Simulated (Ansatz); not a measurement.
The system is Ge.

```
CELL_PARAMETERS angstrom
4.05040 0.00000 0.00000
-2.02520 3.50775 0.00000
0.00000 0.00000 10.99336
ATOMIC_POSITIONS crystal
Ge 0.66667 0.33333 0.41485
Ge 0.33333 0.66667 0.91485
Ge 0.00000 0.00000 0.47745
Ge 0.00000 0.00000 0.97745
```

This isn't the form of Ge at room conditions, which is diamond.

A run of Ansatz 0.2.0 on this cell left the log below. Logs are shortened: lines on timing, memory, paths and dates and some standing lists are left out, and cuts for length are marked.

```text
Warning: RAYON_NUM_THREADS=2 ignored (pool sized by the plan → 2); use --threads N
Ge: projections on atomic orbitals take those of the free atom 1s2 2s2 2p6 3s2 3p6 3d10 4s2 4p2, of charge +0.00 (hamiltonian.pseudopotentials.projection_atoms)
LAPW: plane waves up to 9.172 Å⁻¹, error target 1.0e-3 eV per atom; small_component_spin mean_spin; Ge in spheres of 1.219 Å, 22 of its electrons in bands, Dirac shells [] (how accurate: hamiltonian.pseudopotentials.lapw.basis_error, Limitations)
Engine: ansatz 0.2.0, aarch64-unknown-linux-gnu
Pseudopotentials: kind: all_electron
Pseudopotential: Ge, LAPW, valence charge 22, lapw/all_electron/scalar/gaussian/Ge, Koelling and Harmon's equation, gaussian nucleus
Functional definition: PBEsol
  exchange = pbesol_x
  correlation = pbesol_c
Crystal: 4 atoms, lattice volume = 156.192 Å³
Basis set: ecut = 320.53432730699893 eV, 2031 PW (Γ), exchange–correlation at level 2
Bands: 53, of which v1, the nominal top of the filled ones, is band 44 counted from 1 (43 counted from 0)
Symmetry: 12 space group operations
Space group: P63mc (ITA 186), of the structure as read, at distance tolerance 5.4e-5 Å
[... 35 lines left out ...]
  Basis errors (estimates in eV, not in F): energy 5.0e-4 per atom: plane waves 4.7e-4 (2.8e-4 summed), levels above the bands 4.9e-53, relativity 2.4e-8, radial functions 3.5e-5, core shells 2.4e-10; eigenvalues (radial functions only) 4.6e-7; not estimated: angular momenta, meshes, grids; target (lapw.basis_error) 1.0e-3; muffin-tin radii Ge 1.219 Å
--- Forces (eV/Å), atoms counted from 1 ---
  atom   1  Ge     0.00000000     0.00000000     0.16768656
  atom   2  Ge    -0.00000000    -0.00000000     0.16768656
  atom   3  Ge     0.00000000    -0.00000000    -0.16767231
  atom   4  Ge     0.00000000     0.00000000    -0.16767231
  max |Σ_I F_I| component: 2.85e-5 eV/Å
--- Stress (GPa, compression-positive) ---
       -2.050661       0.000000      -0.000000
        0.000000      -2.050661      -0.000000
       -0.000000      -0.000000      -0.618007
  P = ⅓ Tr σ = -1.5731 GPa (-15.731 kbar)
--- Band table (eV; the first three rows and the last of 20) ---
  k-point 0: bands = ["-159.4887", "-159.4887", "-159.4818", "-159.4818", "-106.8552", "-106.8552", "-106.8473", "-106.8473", "-106.7709", "-106.7709", "-106.7709", "-106.7709", "-106.7589", "-106.7589", "-106.7589", "-106.7589", "-20.8795", "-20.8795", "-20.8795", "-20.8795", "-20.8302", "-20.8302", "-20.8301", "-20.8301", "-20.8256", "-20.8255", "-20.7591", "-20.7591", "-20.6530", "-20.6530", "-20.6530", "-20.6530", "-20.6193", "-20.6193", "-20.6193", "-20.6193", "-7.6215", "-7.5908", "-0.1325", "0.3151", "3.1577", "3.1577", "3.1685", "3.1685", "3.9722", "4.1613", "5.2694", "7.3969", "7.4388", "7.4388", "7.4688", "7.4688", "9.8224"]
  k-point 1: bands = ["-159.4887", "-159.4887", "-159.4818", "-159.4818", "-106.8552", "-106.8552", "-106.8473", "-106.8473", "-106.7709", "-106.7709", "-106.7709", "-106.7709", "-106.7589", "-106.7589", "-106.7589", "-106.7589", "-20.8795", "-20.8795", "-20.8795", "-20.8795", "-20.8302", "-20.8302", "-20.8301", "-20.8301", "-20.8256", "-20.8256", "-20.7591", "-20.7591", "-20.6530", "-20.6530", "-20.6530", "-20.6530", "-20.6193", "-20.6193", "-20.6193", "-20.6193", "-7.6139", "-7.5986", "-0.0309", "0.1917", "3.1604", "3.1604", "3.1658", "3.1658", "3.9936", "4.0733", "5.7550", "6.7624", "7.4461", "7.4461", "7.4611", "7.4611", "9.9462"]
  k-point 2: bands = ["-159.4887", "-159.4887", "-159.4818", "-159.4818", "-106.8552", "-106.8552", "-106.8473", "-106.8473", "-106.7710", "-106.7710", "-106.7706", "-106.7706", "-106.7592", "-106.7592", "-106.7588", "-106.7588", "-20.8866", "-20.8866", "-20.8851", "-20.8851", "-20.8410", "-20.8409", "-20.8221", "-20.8221", "-20.8103", "-20.8103", "-20.7504", "-20.7504", "-20.6682", "-20.6682", "-20.6681", "-20.6681", "-20.6100", "-20.6100", "-20.6048", "-20.6048", "-7.4523", "-7.4219", "-0.2569", "0.0281", "1.7286", "1.9790", "2.8297", "2.8480", "5.3237", "5.3791", "5.4056", "6.9868", "7.3907", "7.6436", "8.0475", "8.0819", "9.7472"]
  k-point 19: bands = ["-159.4885", "-159.4885", "-159.4819", "-159.4819", "-106.8553", "-106.8553", "-106.8474", "-106.8474", "-106.7716", "-106.7716", "-106.7679", "-106.7679", "-106.7617", "-106.7617", "-106.7581", "-106.7581", "-20.9209", "-20.9209", "-20.8843", "-20.8842", "-20.8803", "-20.8803", "-20.7904", "-20.7904", "-20.7482", "-20.7482", "-20.7243", "-20.7243", "-20.7197", "-20.7197", "-20.6761", "-20.6761", "-20.6531", "-20.6531", "-20.5366", "-20.5366", "-5.0313", "-5.0244", "-4.1699", "-4.1682", "0.0718", "0.0765", "3.1508", "3.2643", "3.9777", "3.9985", "8.0097", "8.0709", "8.3979", "8.4036", "9.8938", "10.2942", "10.7172"]
--- Löwdin populations: 4 sites ---
  site symbol       q [e]
     0     Ge     31.9705
     1     Ge     31.9705
     2     Ge     31.9684
     3     Ge     31.9684
  spilling = 0.000954 (of n_electrons = 128.000000)
```

Question: What input gives this log?

Answer: Single point with PBEsol, no spin polarisation. The files as run (others can give the same):

input.yaml
```yaml
crystal:
  lattice:
    - [4.0504045371, 0.0, 0.0]
    - [-2.0252022685, 3.5077532247, 0.0]
    - [0.0, 0.0, 10.993359]
  atoms:
    - { symbol: Ge, position: [0.6666666667, 0.3333333333, 0.414848] }
    - { symbol: Ge, position: [0.3333333333, 0.6666666667, 0.914848] }
    - { symbol: Ge, position: [0.0, 0.0, 0.477452] }
    - { symbol: Ge, position: [0.0, 0.0, 0.977452] }
kpoints:
  mp_grid: { grid: [8, 8, 3] }
scf:
  occupations: { method: fermi_dirac, width: 0.05 }
hamiltonian:
  xc: pbesol
  pseudopotentials: { kind: all_electron, lapw: { basis_error: 0.001 } }
output:
  forces: true
  stress: true
  eigenvalues: true
  populations: true
```

Potentials or basis: all-electron LAPW, scalar-relativistic.
Command:
```console
$ ansatz run input.yaml --threads 2 --pin off --max-ram 8192MiB --backend cpu --events-out ev --progress --plain --runs-dir out
```

Caveat: an odd mesh through Γ misses points on the zone boundary, where band edges often lie.
